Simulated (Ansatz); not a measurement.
# Relaxing HfC in the wurtzite type

First guess:

```yaml
crystal:
  lattice:
    - [3.52881, 0.00000, 0.00000]
    - [-1.76441, 3.05604, 0.00000]
    - [0.00000, 0.00000, 5.75197]
  atoms:
    - { symbol: Hf, position: [0.33333, 0.66667, 0.00000] }
    - { symbol: Hf, position: [0.66667, 0.33333, 0.50000] }
    - { symbol: C, position: [0.33333, 0.66667, 0.37600] }
    - { symbol: C, position: [0.66667, 0.33333, 0.87600] }
```

Level of theory: DFT, PBE, PAW with Ansatz's default frozen-core files, scalar-relativistic (Ansatz 0.2.0).

Cell and atoms relax within the symmetry of the start on a 13×13×7 k mesh with 0.08 eV Fermi–Dirac smearing.

The start is built from a prototype, known or not as a phase of this compound; the cutoff is 420 eV.

Spin–orbit coupling is left out, though it moves levels of the heavy atoms by tenths of an eV or more.

(1) What is the pressure of the first guess?

(2) What does it relax to?

(3) How much energy does the relaxation release?

## Answers

(1) 3.92 GPa.

(2) a = 3.853 Å, b = 3.853 Å, c = 4.638 Å, α = 90.00°, β = 90.00°, γ = 120.00° (conventional cell), 14.91 Å³ per atom:
```
CELL_PARAMETERS angstrom
3.85298 0.00000 0.00000
-1.92649 3.33678 0.00000
0.00000 0.00000 4.63752
ATOMIC_POSITIONS crystal
Hf 0.33333 0.66667 0.93956
Hf 0.66667 0.33333 0.43956
C 0.33333 0.66667 0.43644
C 0.66667 0.33333 0.93644
```

(3) 257 meV/atom.
